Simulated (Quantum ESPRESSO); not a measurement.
# Gd (Im-3m) in Quantum ESPRESSO: convergence with smearing width

Aim: find how far smearing width must go before the results for Gd settle, at PBE. This setting moves, with any that are tied to it; all else stays.

Program: Quantum ESPRESSO 7.5. These are calculated values, not measurements. Logs are shortened: lines on timing, memory, paths and dates and some standing lists are left out, and cuts for length are marked.

**1. Starting point**

The structure is cubic, space group Im-3m (No. 229). The conventional cell has a = 4.050 Å, b = 4.050 Å, c = 4.050 Å, α = 90.00°, β = 90.00°, γ = 90.00°. Gd (site symmetry m-3m) is surrounded by 8 Gd at 3.51 Å.

This isn't the form of Gd at room conditions, which is hcp.

**2. With smearing width 0.5 eV**

File pw.in:

```
&CONTROL
  calculation = 'scf'
  prefix = 'pwscf'
  outdir = './tmp'
  pseudo_dir = './pseudo'
  tprnfor = .true.
  tstress = .true.
  disk_io = 'nowf'
/
&SYSTEM
  ibrav = 0
  nat = 1
  ntyp = 1
  ecutwfc = 55
  ecutrho = 440
  nbnd = 18
  occupations = 'smearing'
  smearing = 'mp'
  degauss = 0.03674932
  nspin = 2
  starting_magnetization(1) = 0.3889
/
&ELECTRONS
  conv_thr = 2d-10
  electron_maxstep = 120
  mixing_beta = 0.3
/
ATOMIC_SPECIES
Gd   157.2500 Gd.paw.z_18.atompaw.wentzcovitch.v1.2.upf
CELL_PARAMETERS angstrom
  -2.0250000000    2.0250000000    2.0250000000
   2.0250000000   -2.0250000000    2.0250000000
   2.0250000000    2.0250000000   -2.0250000000
ATOMIC_POSITIONS crystal
Gd     0.0000000000    0.0000000000    0.0000000000
K_POINTS automatic
9 9 9 0 0 0
```

Potentials or basis: SSSP 1.3 efficiency PBE.

Command:

```sh
OMP_NUM_THREADS=1 pw.x -in pw.in > pw.out
```

pw.out:

```text
This program is part of the open-source Quantum ESPRESSO suite
     for quantum simulation of materials; please cite
         "P. Giannozzi et al., J. Phys.:Condens. Matter 21 395502 (2009);
         "P. Giannozzi et al., J. Phys.:Condens. Matter 29 465901 (2017);
         "P. Giannozzi et al., J. Chem. Phys. 152 154105 (2020);
     in publications or presentations arising from this work. More details at

     file Gd.paw.z_18.atompaw.wentzcovitch.v1.2.upf: wavefunction(s)  6S 0P 5D 0D 4F 0F renormalized
     Message from routine setup:
     using ibrav=0 with symmetry is DISCOURAGED, use correct ibrav instead

     G-vector sticks info
     --------------------
     sticks:   dense  smooth     PW     G-vecs:    dense   smooth      PW
     Sum        1457     727    221                34905    12479    2123

     Using Slab Decomposition

     bravais-lattice index     =            0
     lattice parameter (alat)  =       6.6280  a.u.
     unit-cell volume          =     224.1464 (a.u.)^3
     number of atoms/cell      =            1
     number of atomic types    =            1
     number of electrons       =        18.00
     number of Kohn-Sham states=           18
     kinetic-energy cutoff     =      55.0000  Ry
     charge density cutoff     =     440.0000  Ry
     scf convergence threshold =      2.0E-10
     mixing beta               =       0.3000
     number of iterations used =            8  plain     mixing
     Exchange-correlation= SLA PW PBX PBC
                           (   1   4   3   4   0   0   0)

     celldm(1)=   6.628031  celldm(2)=   0.000000  celldm(3)=   0.000000
     celldm(4)=   0.000000  celldm(5)=   0.000000  celldm(6)=   0.000000

     crystal axes: (cart. coord. in units of alat)
               a(1) = (  -0.577350   0.577350   0.577350 )
               a(2) = (   0.577350  -0.577350   0.577350 )
               a(3) = (   0.577350   0.577350  -0.577350 )

     reciprocal axes: (cart. coord. in units 2 pi/alat)
               b(1) = ( -0.000000  0.866025  0.866025 )
               b(2) = (  0.866025 -0.000000  0.866025 )
               b(3) = (  0.866025  0.866025  0.000000 )

     PseudoPot. # 1 for Gd read from file:
     Gd.paw.z_18.atompaw.wentzcovitch.v1.2.upf
     Pseudo is Projector augmented-wave + core cor, Zval = 18.0
     Generated using ATOMPAW code
     Shape of augmentation charge: BESSEL
     Using radial grid of 1110 points,  8 beta functions with:
                l(1) =   0
                l(2) =   0
                l(3) =   1
                l(4) =   1
                l(5) =   2
                l(6) =   2
                l(7) =   3
                l(8) =   3
     Q(r) pseudized with 0 coefficients

     atomic species   valence    mass     pseudopotential
     Gd               18.00   157.25000     Gd( 1.00)

     Starting magnetic structure
     atomic species   magnetization
     Gd              0.389

     48 Sym. Ops., with inversion, found

   Cartesian axes

     site n.     atom                  positions (alat units)
         1        Gd     tau(   1) = (   0.0000000   0.0000000   0.0000000  )

     number of k points=    35  Methfessel-Paxton smearing, width (Ry)=  0.0367
                       cart. coord. in units 2pi/alat
        k(    1) = (   0.0000000   0.0000000   0.0000000), wk =   0.0013717
        k(    2) = (   0.0962250   0.0962250   0.0000000), wk =   0.0164609
        k(    3) = (   0.1924501   0.1924501   0.0000000), wk =   0.0164609
        k(    4) = (   0.2886751   0.2886751   0.0000000), wk =   0.0164609
        k(    5) = (   0.3849002   0.3849002   0.0000000), wk =   0.0164609
        k(    6) = (   0.1924501   0.0962250   0.0962250), wk =   0.0329218
[... 27 lines left out ...]
        k(   34) = (  -0.7698004  -0.0962250  -0.0962250), wk =   0.0109739
        k(   35) = (   0.0000000   0.0000000   0.7698004), wk =   0.0082305

     Dense  grid:    34905 G-vectors     FFT dimensions: (  45,  45,  45)

     Smooth grid:    12479 G-vectors     FFT dimensions: (  32,  32,  32)

     Generating pointlists ...
     new r_m :   0.4125 (alat units)  2.7341 (a.u.) for type    1

     Initial potential from superposition of free atoms

     starting charge      17.9948, renormalised to      18.0000
     Starting wfcs are   32 randomized atomic wfcs

     Self-consistent Calculation

     iteration #  1     ecut=    55.00 Ry     beta= 0.30
     Davidson diagonalization with overlap
     ethr =  1.00E-02,  avg # of iterations =  5.2

     total energy              =    -683.26136054 Ry
     estimated scf accuracy    <       0.95645661 Ry
[... 104 lines left out ...]
     iteration # 12     ecut=    55.00 Ry     beta= 0.30
     Davidson diagonalization with overlap
     ethr =  2.04E-05,  avg # of iterations =  1.3
     Minimization algorithm failed to find Fermi energy: reverting to bisection
     Possible cause: smearing is larger than the electronic band-gap.

     total energy              =    -683.98784869 Ry
     estimated scf accuracy    <       0.00107023 Ry

     total magnetization       =     7.75 Bohr mag/cell
     absolute magnetization    =     7.75 Bohr mag/cell
[... 31 lines left out ...]
     iteration # 16     ecut=    55.00 Ry     beta= 0.30
     Davidson diagonalization with overlap
     ethr =  1.46E-06,  avg # of iterations =  1.1
     Minimization algorithm failed to find Fermi energy: reverting to bisection
     Possible cause: smearing is larger than the electronic band-gap.

     total energy              =    -683.98785869 Ry
     estimated scf accuracy    <       0.00022679 Ry

     total magnetization       =     7.65 Bohr mag/cell
     absolute magnetization    =     7.65 Bohr mag/cell
[... 91 lines left out ...]
     iteration # 26     ecut=    55.00 Ry     beta= 0.30
     Davidson diagonalization with overlap
     ethr =  2.83E-12,  avg # of iterations =  1.0

     Magnetic moment per site  (integrated on atomic sphere of radius R)
     atom   1 (R=0.412)  charge= 16.3946  magn=  7.3320

     End of self-consistent calculation

 ------ SPIN UP ------------

          k = 0.0000 0.0000 0.0000 (  1505 PWs)   bands (ev):

   -33.1963 -10.2185 -10.2185 -10.2185   7.1665   7.3958   7.3958   7.3958
     7.4827   7.4827   7.4827   7.5092  13.4742  13.4742  13.4742  15.6989
    15.6989  22.7003
[... 201 lines left out ...]
   -33.0847 -10.6971 -10.6821 -10.6821   7.3277   7.4061   7.4117   7.4117
     7.5280   7.5353   7.5353  10.4142  10.4265  16.5265  16.5265  17.4333
    17.5819  19.4057

 ------ SPIN DOWN ----------

          k = 0.0000 0.0000 0.0000 (  1505 PWs)   bands (ev):

   -29.9867  -7.7651  -7.7651  -7.7651   7.9967  12.4922  12.4922  12.4922
    12.8607  12.8607  12.8607  12.9802  14.7017  14.7017  14.7017  16.7622
    16.7622  23.6070
[... 201 lines left out ...]
   -29.8474  -8.3339  -8.3144  -8.3144  11.1300  11.1768  12.6425  12.6757
    12.6811  12.6811  12.8048  12.8048  12.8286  17.8540  17.8540  18.7796
    18.8828  20.7408

     the Fermi energy is    12.1977 ev

!    total energy              =    -683.98786791 Ry
     total all-electron energy =      -683.987868 Ry
     estimated scf accuracy    <          4.5E-12 Ry
     smearing contrib. (-TS)   =       0.00736150 Ry
     internal energy E=F+TS    =    -683.99522941 Ry

     The total energy is F=E-TS. E is the sum of the following terms:
     one-electron contribution =    -104.79413345 Ry
     hartree contribution      =      64.02663254 Ry
     xc contribution           =     -23.58389879 Ry
     ewald contribution        =    -154.06395253 Ry
     one-center paw contrib.   =    -465.57987718 Ry

     total magnetization       =     7.60 Bohr mag/cell
     absolute magnetization    =     7.60 Bohr mag/cell

     convergence has been achieved in  26 iterations

     Forces acting on atoms (cartesian axes, Ry/au):

     atom    1 type  1   force =     0.00000000    0.00000000    0.00000000

     Total force =     0.000000     Total SCF correction =     0.000000

     Computing stress (Cartesian axis) and pressure

          total   stress  (Ry/bohr**3)                   (kbar)     P=       -5.61
  -0.00003811  -0.00000000  -0.00000000           -5.61       -0.00       -0.00
  -0.00000000  -0.00003811  -0.00000000           -0.00       -5.61       -0.00
  -0.00000000  -0.00000000  -0.00003811           -0.00       -0.00       -5.61

=------------------------------------------------------------------------------=
   JOB DONE.
=------------------------------------------------------------------------------=
```

Wall time 2.2 min (1 thread of Arm Neoverse V1, shared host); peak memory 0.39 GiB.

What came out:

| Property | Result |
| --- | --- |
| Free energy | -9306.1290 eV |
| Pressure | -0.6 GPa |
| Band gap on the k mesh | none (metal or under the smearing width) |
| Net moment | 7.60 μB per cell |
| Absolute moment | 7.60 μB per cell |
| Site moments | Gd +7.33 μB |
| Valence electrons inside the program's atomic spheres | Gd 16.39 |

**3. With smearing width 0.3 eV**

pw.in, as its differences from that of step 2:

```diff
@@ -18,3 +18,3 @@
   smearing = 'mp'
-  degauss = 0.03674932
+  degauss = 0.02204959
   nspin = 2
```

Potentials or basis: SSSP 1.3 efficiency PBE.

Command:

```sh
OMP_NUM_THREADS=1 pw.x -in pw.in > pw.out
```

Run time: 2.1 min. Hardware: 1 thread of Arm Neoverse V1, shared host; peak memory 0.39 GiB.

What came out:

| Item | Value |
| --- | --- |
| Free energy | -9306.1743 eV |
| Pressure | -0.8 GPa |
| Band gap on the k mesh | none (metal or under the smearing width) |
| Net moment | 7.65 μB per cell |
| Absolute moment | 7.65 μB per cell |
| Site moments | Gd +7.37 μB |
| Valence electrons inside the program's atomic spheres | Gd 16.39 |

**4. With smearing width 0.2 eV**

pw.in, as its differences from that of step 3:

```diff
@@ -18,3 +18,3 @@
   smearing = 'mp'
-  degauss = 0.02204959
+  degauss = 0.01469973
   nspin = 2
```

Command:

```sh
OMP_NUM_THREADS=1 pw.x -in pw.in > pw.out
```

Run time: 2.1 min. Hardware: 1 thread of Arm Neoverse V1, shared host; peak memory 0.39 GiB.

Results:

- Free energy: -9306.1938 eV
- Pressure: -0.5 GPa
- Band gap on the k mesh: none (metal or under the smearing width)
- Net moment: 7.65 μB per cell
- Absolute moment: 7.65 μB per cell
- Site moments: Gd +7.37 μB
- Valence electrons inside the program's atomic spheres: Gd 16.39

**5. With smearing width 0.136 eV**

pw.in, as its differences from that of step 4:

```diff
@@ -18,3 +18,3 @@
   smearing = 'mp'
-  degauss = 0.01469973
+  degauss = 0.00999582
   nspin = 2
```

Command:

```sh
OMP_NUM_THREADS=1 pw.x -in pw.in > pw.out
```

Run time: 88 s. Hardware: 1 thread of Arm Neoverse V1, shared host; peak memory 0.39 GiB.

Results:

```yaml
Free_energy: -9306.1979 eV
Pressure: -0.2 GPa
Band_gap_on_the_k_mesh: none (metal or under the smearing width)
Net_moment: 7.61 μB per cell
Absolute_moment: 7.61 μB per cell
Site_moments: Gd +7.34 μB
Valence_electrons_inside_the_program's_atomic_spheres: Gd 16.40
```

**6. With smearing width 0.1 eV**

pw.in, as its differences from that of step 5:

```diff
@@ -18,3 +18,3 @@
   smearing = 'mp'
-  degauss = 0.00999582
+  degauss = 0.00734986
   nspin = 2
```

Potentials or basis: SSSP 1.3 efficiency PBE.

Command:

```sh
OMP_NUM_THREADS=1 pw.x -in pw.in > pw.out
```

Run time: 98 s. Hardware: 1 thread of Arm Neoverse V1, shared host; peak memory 0.39 GiB.

Results (log left out):

```yaml
Free_energy: -9306.1984 eV
Pressure: -0.1 GPa
Band_gap_on_the_k_mesh: none (metal or under the smearing width)
Net_moment: 7.61 μB per cell
Absolute_moment: 7.61 μB per cell
Site_moments: Gd +7.33 μB
Valence_electrons_inside_the_program's_atomic_spheres: Gd 16.40
```

**7. With smearing width 0.05 eV**

pw.in, as its differences from that of step 6:

```diff
@@ -18,3 +18,3 @@
   smearing = 'mp'
-  degauss = 0.00734986
+  degauss = 0.00367493
   nspin = 2
```

Command:

```sh
OMP_NUM_THREADS=1 pw.x -in pw.in > pw.out
```

Run time: 2 min. Hardware: 1 thread of Arm Neoverse V1, shared host; peak memory 0.39 GiB.

Results (log left out):

* Free energy: -9306.1985 eV
* Pressure: -0.2 GPa
* Band gap on the k mesh: none (metal or under the smearing width)
* Net moment: 7.60 μB per cell
* Absolute moment: 7.60 μB per cell
* Site moments: Gd +7.33 μB
* Valence electrons inside the program's atomic spheres: Gd 16.40

**8. With smearing width 0.025 eV**

pw.in, as its differences from that of step 7:

```diff
@@ -18,3 +18,3 @@
   smearing = 'mp'
-  degauss = 0.00367493
+  degauss = 0.00183747
   nspin = 2
```

Command:

```sh
OMP_NUM_THREADS=1 pw.x -in pw.in > pw.out
```

Run time: 1.8 min. Hardware: 1 thread of Arm Neoverse V1, shared host; peak memory 0.39 GiB.

It converged, with:

* Free energy: -9306.1984 eV
* Pressure: -0.2 GPa
* Band gap on the k mesh: none (metal or under the smearing width)
* Net moment: 7.58 μB per cell
* Absolute moment: 7.58 μB per cell
* Site moments: Gd +7.31 μB
* Valence electrons inside the program's atomic spheres: Gd 16.40

**9. With smearing width 0.01 eV**

pw.in, as its differences from that of step 8:

```diff
@@ -18,3 +18,3 @@
   smearing = 'mp'
-  degauss = 0.00183747
+  degauss = 0.00073499
   nspin = 2
```

Potentials or basis: SSSP 1.3 efficiency PBE.

Command:

```sh
OMP_NUM_THREADS=1 pw.x -in pw.in > pw.out
```

It took 2 min on 1 thread of Arm Neoverse V1, shared host; peak memory 0.39 GiB.

It converged, with:

```
Free energy                                           : -9306.1984 eV
Pressure                                              : -0.2 GPa
Band gap on the k mesh                                : none (metal or under the smearing width)
Net moment                                            : 7.57 μB per cell
Absolute moment                                       : 7.57 μB per cell
Site moments                                          : Gd +7.31 μB
Valence electrons inside the program's atomic spheres : Gd 16.40
```

**10. The series at a glance**

```csv
smearing width,"energy less the tightest run, at zero smearing (meV/atom)",pressure (GPa),absolute moment (μB),SCF cycles,CPU time (s),peak memory (GiB)
0.5 eV,36.02,-0.56,7.60,26,130,0.39
0.3 eV,0.76,-0.78,7.65,23,130,0.39
0.2 eV,-3.74,-0.54,7.65,23,120,0.39
0.136 eV,-0.47,-0.17,7.61,18,88,0.39
0.1 eV,-0.16,-0.14,7.61,19,98,0.39
0.05 eV,-0.03,-0.23,7.60,22,120,0.39
0.025 eV,0.00,-0.22,7.58,20,110,0.39
0.01 eV,0.00,-0.23,7.57,23,120,0.39
```

Against the tightest run, the energy stays within 1 meV/atom from 0.136 eV on; the pressure stays within 0.1 GPa from 0.136 eV on; the absolute moment stays within 0.02 μB from 0.025 eV on. Narrower smearing needs a denser k mesh, so at a fixed mesh the narrowest width isn't the most accurate. The tightest run that finished is the yardstick and may itself not be fully converged.

Caveats: spin-orbit coupling is left out, which moves the levels of the heavy elements.
